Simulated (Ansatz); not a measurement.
Crystal: TiO.

```
Ti O
1.0
     2.85161    0.00000    0.00000
    -1.42580    2.46956    0.00000
     0.00000    0.00000    5.56750
Ti O
2 2
Direct
  0.66667 0.33333 0.75000
  0.33333 0.66667 0.25000
  0.00000 0.00000 0.50000
  0.00000 0.00000 0.00000
```

The cell comes from a database or a generator and needn't be the stable form of this composition.

Base run:

| Quantity | Value |
| --- | --- |
| Program | Ansatz 0.2.0 |
| Functional | PBEsol |
| Potentials or basis | Ansatz PAW |
| Cutoff | 420 eV |
| Density cutoff | 1680 eV |
| k mesh | 11 × 11 × 5 |
| Occupations | fermi-dirac, width 0.05 eV |
| Spin | no spin polarisation |

Its results: band gap on the k mesh none (metal or under the smearing width); pressure -10.0 GPa.

Task: The run is repeated on the same cell with these changes: functional from PBEsol to r2SCAN; cutoff from 420 eV to 500 eV; density cutoff from 1680 eV to 2000 eV. What comes out?

Result: Band gap on the k mesh none (metal or under the smearing width); pressure -5.3 GPa.

Caveats: semilocal functionals often make such compounds metallic where correlation or magnetic order opens a gap, which also shifts bond lengths; the PAW data sets come from PBE, with cores solved anew for the run's functional, which leaves a small shift of forces and pressure.

Not every run made on this cell is shown here.
